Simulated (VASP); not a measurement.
# Cs (I4/mmm) in VASP: a series of runs

One crystal, Cs, is run at these levels: PBE; tasks: single point.

Everything below comes from runs of VASP 6.6.1. Logs are shortened: lines on timing, memory, paths and dates and some standing lists are left out, and cuts for length are marked.

**1. The structure**

The structure is tetragonal, space group I4/mmm (No. 139). Conventional cell: a = 5.500 Å, b = 5.500 Å, c = 8.194 Å, α = 90.00°, β = 90.00°, γ = 90.00°.

This isn't the form of Cs at room conditions, which is bcc.

**2. Single point, PBE**

INCAR

```
PREC = Accurate
ENCUT = 450
EDIFF = 1E-6
ISMEAR = 1
SIGMA = 0.2
LREAL = False
LASPH = True
NELM = 100
ALGO = Normal
ISIF = 2
LWAVE = False
LCHARG = False
GGA = PE
NBANDS = 10
ADDGRID = False
```

KPOINTS

```
regular mesh
0
Gamma
  10 10 10
```

POSCAR

```
Cs
1.0
   -2.7500754600      2.7500754600      4.0972389800
    2.7500754600     -2.7500754600      4.0972389800
    2.7500754600      2.7500754600     -4.0972389800
Cs
1
Direct
    0.0000000000      0.0000000000      0.0000000000
```

Potentials or basis: VASP PAW PBE potentials, release 64 (Cs_sv).

Started as:

```
$ cat potpaw_PBE.64/Cs_sv/POTCAR > POTCAR
$ mpirun -np 1 vasp_std > vasp.out
```

OUTCAR:

```text
PREC = Accurate
   ENCUT = 450
   EDIFF = 1E-6
   ISMEAR = 1
   LREAL = False
   LASPH = True
   NELM = 100
   ISIF = 2
   GGA = PE

 Found    102 irreducible k-points:

 Following reciprocal coordinates:
            Coordinates               Weight
  0.000000  0.000000  0.000000      1.000000
  0.100000  0.000000  0.000000      8.000000
  0.200000  0.000000  0.000000      8.000000
  0.300000 -0.000000  0.000000      8.000000
  0.400000  0.000000  0.000000      8.000000
  0.500000 -0.000000  0.000000      4.000000
   k-points           NKPTS =    102   k-points in BZ     NKDIM =    102   number of bands    NBANDS=     10
   number of dos      NEDOS =    301   number of ions     NIONS =      1
   total plane-waves  NPLWV =  64000
   dimension x,y,z NGX =    40 NGY =   40 NGZ =   40
   dimension x,y,z NGXF=    80 NGYF=   80 NGZF=   80
   ions per type =               1
   NGX,Y,Z   is equivalent  to a cutoff of  11.77, 11.77, 11.77 a.u.
   NGXF,Y,Z  is equivalent  to a cutoff of  23.54, 23.54, 23.54 a.u.
 SYSTEM =  unknown system
   PREC   = accura    normal or accurate (medium, high low for compatibility)
   ISTART =      0    job   : 0-new  1-cont  2-samecut
   ICHARG =      2    charge: 1-file 2-atom 10-const
   ISPIN  =      1    spin polarized calculation?
   LNONCOLLINEAR =      F non collinear calculations
   LSORBIT =      F    spin-orbit coupling
   LASPH  =      T    aspherical Exc in radial PAW
   ENCUT  =  450.0 eV  33.07 Ry    5.75 a.u.   9.77  9.77  9.77*2*pi/ulx,y,z
   NELM   =    100;   NELMIN=  2; NELMDL= -5     # of ELM steps
   EDIFF  = 0.1E-05   stopping-criterion for ELM
   LREAL  =      F    real-space projection
   EDIFFG = 0.1E-04   stopping-criterion for IOM
   NSW    =      0    number of steps for IOM
   IBRION =     -1    ionic relax: 0-MD 1-quasi-New 2-CG
   NFREE  =      0    steps in history (QN), initial steepest desc. (CG)
   ISIF   =      2    stress and relaxation
   ISYM   =      2    0-nonsym 1-usesym 2-fastsym
   POTIM  = 0.5000    time-step for ionic-motion
   TEBEG  =    0.0;   TEEND  =   0.0 temperature during run
   PSTRESS=    0.0 pullay stress
   NELECT =       9.0000    total number of electrons
   NUPDOWN=      -1.0000    fix difference up-down
   EMIN   =  10.00;   EMAX   =-10.00  energy-range for DOS
   EFERMI =   0.00;   METHOD = LEGACY
   ISMEAR =     1;   SIGMA  =   0.20  broadening in eV -4-tet -1-fermi 0-gaus
   EFERMI_NEDOS =   21; number of points for ismear=-14 and -15
   IALGO  =     38    algorithm
   IMIX   =      4    mixing-type and parameters
     AMIX     =   0.40;   BMIX     =  1.00
     AMIX_MAG =   1.60;   BMIX_MAG =  1.00
  volume/ion in A,a.u.               =     123.95       836.44
  Fermi-wavevector in a.u.,A,eV,Ry     =   0.682981  1.290648  6.346621  0.466463
  Thomas-Fermi vector in A             =   1.762213
   LORBIT       =      0    0 simple, 1 ext, 2 COOP (PROOUT), +10 PAW based schemes
   GGA     = PE    functional components
   LHFCALC =     F    Hartree Fock is set to
   AEXX    =    0.0000 exact exchange contribution
   IVDW    =     0    specifies the selected vdW correction
   LEPSILON=     F    determine dielectric tensor
   LRPA    =     F    only Hartree local field effects (RPA)
 non-spin polarized calculation
 Methfessel and Paxton  Order N= 1 SIGMA  =   0.20
  energy-cutoff  :      450.00
  volume of cell :      123.95
 maximum number of plane-waves:      2719
   NGX = 19   NGY = 19   NGZ = 19

 number of electron       9.0000001 magnetization

 Free energy of the ion-electron system (eV)
  ---------------------------------------------------
  ext. energy  EPLUGINS =         0.00000000
  ---------------------------------------------------
  free energy    TOTEN  =        -0.84850572 eV

  energy without entropy =       -0.84678469  energy(sigma->0) =       -0.84793204

 E-fermi :   0.2653     XC(G=0):  -5.2221

 val. band max:        0.2190165207   @ k =  -0.2000   0.4000   0.1000
 cond. band min:       0.2662600029   @ k =   0.5000  -0.0000   0.0000
 fundamental gap:      0.0472434822
 Fermi energy:         0.2652578988

 k-point     1 :       0.0000    0.0000    0.0000
  band No.  band energies     occupation
      1     -23.6234      2.00000
      2     -10.3790      2.00000
      3     -10.3776      2.00000
      4     -10.3776      2.00000
      5      -1.3294      2.00000
      6       2.5767     -0.00000
      7       2.7391     -0.00000
      8       2.7391     -0.00000
      9       3.5211     -0.00000
     10       3.8416     -0.00000

 k-point     2 :       0.1000    0.0000    0.0000
  band No.  band energies     occupation
      1     -23.6230      2.00000
      2     -10.3883      2.00000
      3     -10.3803      2.00000
      4     -10.3786      2.00000
      5      -1.2323      2.00000
      6       2.4768     -0.00000
      7       2.6861     -0.00000
      8       2.7873     -0.00000
      9       3.4565     -0.00000
     10       3.7416     -0.00000

 k-point     3 :       0.2000    0.0000    0.0000
  band No.  band energies     occupation
      1     -23.6219      2.00000
      2     -10.4149      2.00000
      3     -10.3849      2.00000
      4     -10.3813      2.00000
      5      -0.9533      2.00000
      6       2.0945     -0.00000
      7       2.6973     -0.00000
      8       2.8652     -0.00000
      9       3.4467     -0.00000
     10       3.6233     -0.00000

 k-point     4 :       0.3000   -0.0000    0.0000
  band No.  band energies     occupation
      1     -23.6206      2.00000
      2     -10.4473      2.00000
      3     -10.3905      2.00000
      4     -10.3845      2.00000
      5      -0.5305      2.00000
      6       1.6631     -0.00000
      7       2.5991     -0.00000
      8       2.8152     -0.00000
      9       3.7205     -0.00000
     10       3.7792     -0.00000

 k-point     5 :       0.4000    0.0000    0.0000
  band No.  band energies     occupation
      1     -23.6196      2.00000
      2     -10.4731      2.00000
      3     -10.3950      2.00000
      4     -10.3872      2.00000
      5      -0.0425      2.05180
      6       1.2424     -0.00000
      7       2.4825     -0.00000
      8       2.7058     -0.00000
      9       4.1409     -0.00000
     10       4.1625     -0.00000

 k-point     6 :       0.5000   -0.0000    0.0000
  band No.  band energies     occupation
      1     -23.6192      2.00000
      2     -10.4829      2.00000
      3     -10.3968      2.00000
      4     -10.3882      2.00000
      5       0.2663      0.99152
      6       0.9749     -0.00001
      7       2.4359     -0.00000
      8       2.6596     -0.00000
      9       4.3759      0.00000
     10       4.4485      0.00000

 [... further k-points ...]

------------------------ aborting loop because EDIFF is reached ----------------------------------------

  FORCE on cell =-STRESS in cart. coord.  units (eV):
  Direction    XX          YY          ZZ          XY          YZ          ZX
  --------------------------------------------------------------------------------------
  -------------------------------------------------------------------------------------
  Total       -0.0702177     -0.0702177     -0.0923906      0.0000000      0.0000000      0.0000000
  in kB       -0.9076468     -0.9076468     -1.1942567      0.0000000      0.0000000      0.0000000
  external PRESSURE =      -1.0031835 kB  Pullay stress =       0.0000000 kB

 VOLUME and BASIS-vectors are now :
 -----------------------------------------------------------------------------
  energy-cutoff  :      450.00
  volume of cell :      123.95
      direct lattice vectors                 reciprocal lattice vectors
    -2.750075460  2.750075460  4.097238980     0.000000000  0.181813193  0.122033399
     2.750075460 -2.750075460  4.097238980     0.181813193  0.000000000  0.122033399
     2.750075460  2.750075460 -4.097238980     0.181813193  0.181813193  0.000000000

 POSITION                                       TOTAL-FORCE (eV/Angst)
 -----------------------------------------------------------------------------------
      0.00000      0.00000      0.00000         0.000000      0.000000      0.000000
 -----------------------------------------------------------------------------------
    total drift:                               -0.000000     -0.000000     -0.000000

  FREE ENERGIE OF THE ION-ELECTRON SYSTEM (eV)
  ---------------------------------------------------
  free  energy   TOTEN  =        -0.8485057203 eV

  energy  without entropy=       -0.8467846862  energy(sigma->0) =       -0.84793204
```

It took 47 s on 1 thread of Intel Xeon Platinum 8488C (Sapphire Rapids), shared host; peak memory 0.28 GiB.

The run converged, but some of its settings lie outside the range that counts as converged, so its numbers aren't taken as properties of the crystal.

Results:

```
Free energy            : -0.8485 eV
Pressure               : -0.1 GPa
Band gap on the k mesh : none (metal or under the smearing width)
```

**3. Single point, PBE**

This run uses another cell than the first one, of the same volume but with other edges.

INCAR is that of step 2.

KPOINTS is that of step 2.

POSCAR

```
Cs
1.0
   -2.6528630000      2.7200140000      3.9488130000
    2.8833600000     -2.6988260000      4.0893020000
    2.7318000000      2.7777640000     -3.9345920000
Cs
1
Direct
    0.0073440000      0.0133040000      0.0001460000
```

Potentials or basis: VASP PAW PBE potentials, release 64 (Cs_sv).

Started as:

```
$ cat potpaw_PBE.64/Cs_sv/POTCAR > POTCAR
$ mpirun -np 1 vasp_std > vasp.out
```

Run time: 3.4 min. Hardware: 1 thread of Intel Xeon Platinum 8488C (Sapphire Rapids), shared host; peak memory 0.59 GiB.

These settings aren't checked as converged: the numbers below hold their error.

What came out:

```yaml
Free_energy: -0.8471 eV
Pressure: -0.1 GPa
Band_gap_on_the_k_mesh: none (metal or under the smearing width)
```

**4. Single point, PBE**

Changes to INCAR since step 3:

```diff
@@ -4,3 +4,3 @@
 ISMEAR = 1
-SIGMA = 0.2
+SIGMA = 0.1
 LREAL = False
```

KPOINTS is that of step 3.

POSCAR

```
Cs
1.0
   -2.7500754600      2.7500754600      4.0972389800
    2.7500754600     -2.7500754600      4.0972389800
    2.7500754600      2.7500754600     -4.0972389800
Cs
1
Direct
    0.0000000000      0.0000000000      0.0000000000
```

Started as:

```
$ cat potpaw_PBE.64/Cs_sv/POTCAR > POTCAR
$ mpirun -np 1 vasp_std > vasp.out
```

It took 46 s on 1 thread of Intel Xeon Platinum 8488C (Sapphire Rapids), shared host; peak memory 0.28 GiB.

The run converged, but some of its settings lie outside the range that counts as converged, so its numbers aren't taken as properties of the crystal.

Results:

| Property | Result |
| --- | --- |
| Free energy | -0.8477 eV |
| Pressure | -0.1 GPa |
| Band gap on the k mesh | none (metal or under the smearing width) |

**5. Single point, PBE**

This run uses another cell than the first one, of the same volume but with other edges.

INCAR is that of step 4.

KPOINTS is that of step 4.

POSCAR

```
Cs
1.0
   -2.6528630000      2.7200140000      3.9488130000
    2.8833600000     -2.6988260000      4.0893020000
    2.7318000000      2.7777640000     -3.9345920000
Cs
1
Direct
    0.0073440000      0.0133040000      0.0001460000
```

Started as:

```
$ cat potpaw_PBE.64/Cs_sv/POTCAR > POTCAR
$ mpirun -np 1 vasp_std > vasp.out
```

Wall time 3.3 min (1 thread of Intel Xeon Platinum 8488C (Sapphire Rapids), shared host); peak memory 0.59 GiB.

The run converged, but some of its settings lie outside the range that counts as converged, so its numbers aren't taken as properties of the crystal.

What came out:

| Item | Value |
| --- | --- |
| Free energy | -0.8464 eV |
| Pressure | -0.1 GPa |
| Band gap on the k mesh | none (metal or under the smearing width) |

**6. The reference run**

An earlier run on the cell as given: functional PBE; potentials or basis VASP PAW PBE potentials, release 64 (Cs_sv); cutoff 520 eV; k mesh 7 × 7 × 7; occupations fermi-dirac, width 0.05 eV; no spin polarisation.

- Pressure: -0.1 GPa
- Band gap on the k mesh: none (metal or under the smearing width)
